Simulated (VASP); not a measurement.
Wanted: the native input for a VASP 6.6.1 run.

```
Task                   : relaxation of cell and atoms
Functional             : r2SCAN
Dispersion             : rVV10
Potentials or basis    : VASP PAW PBE potentials, release 64 (La, H)
Cutoff                 : 600 eV
k mesh                 : 8 × 8 × 8
Occupations            : gaussian, width 0.05 eV
Spin                   : no spin polarisation
Further INCAR settings : ALGO = Normal; EDIFF = 1e-07; IBRION = 2; EDIFFG = -0.01; NSW = 60; ISIF = 3
```

The structure of LaH3 lies in POSCAR:

```
LaH3
1.0
    0.0000000000      2.7864794500      2.7864794500
    2.7864794500      0.0000000000      2.7864794500
    2.7864794500      2.7864794500      0.0000000000
La H
1 3
Direct
    0.0000000000      0.0000000000      0.0000000000
    0.2500000000      0.2500000000      0.2500000000
    0.7500000000      0.7500000000      0.7500000000
    0.5000000000      0.5000000000      0.5000000000
```

The cell comes from a database or a generator and needn't be the stable form of this composition.

These files were run (other wordings do the same):

INCAR

```
  ALGO = Normal
  BPARAM = 11.95
  CPARAM = 0.0093
  EDIFF = 1E-7
  EDIFFG = -0.01
  ENCUT = 600
  IBRION = 2
  ISIF = 3
  ISMEAR = 0
  IVDW_NL = 2
  LASPH = T
  LCHARG = F
  LMIXTAU = T
  LREAL = F
  LUSE_VDW = T
  LWAVE = F
  METAGGA = R2SCAN
  NELM = 100
  NSW = 60
  PREC = Accurate
  SIGMA = 0.05
```

KPOINTS

```
k-points
0
Gamma
  8 8 8
```

Potentials or basis: VASP PAW PBE potentials, release 64 (La, H).

Launch:

```sh
$ cat potpaw_PBE.64/La/POTCAR potpaw_PBE.64/H/POTCAR > POTCAR
$ mpirun -np 1 vasp_std > vasp.out
```

Results of the run:

* Relaxed volume: 10.70 Å³/atom
* Relaxed cell: a = 3.926 Å, b = 3.926 Å, c = 3.926 Å, α = 60.00°, β = 60.00°, γ = 60.00°
* Space group after relaxing (to 0.05 Å): Fm-3m (No. 225)
* Energy gained by relaxing: 0.3 meV/atom
* Ionic steps: 3
* Pressure after relaxing: 0.0 GPa
* Band gap on the k mesh: 0.10 eV, indirect (least direct gap 0.25 eV)

Caveat: the PAW data sets were made with another functional, which shifts forces and pressure a little; spin-orbit coupling is left out, which moves the levels of the heavy elements.

Wall time 4.3 min on 1 thread of Intel(R) Xeon(R) 6975P-C (Granite Rapids), on a shared host, peak memory 0.32 GiB.
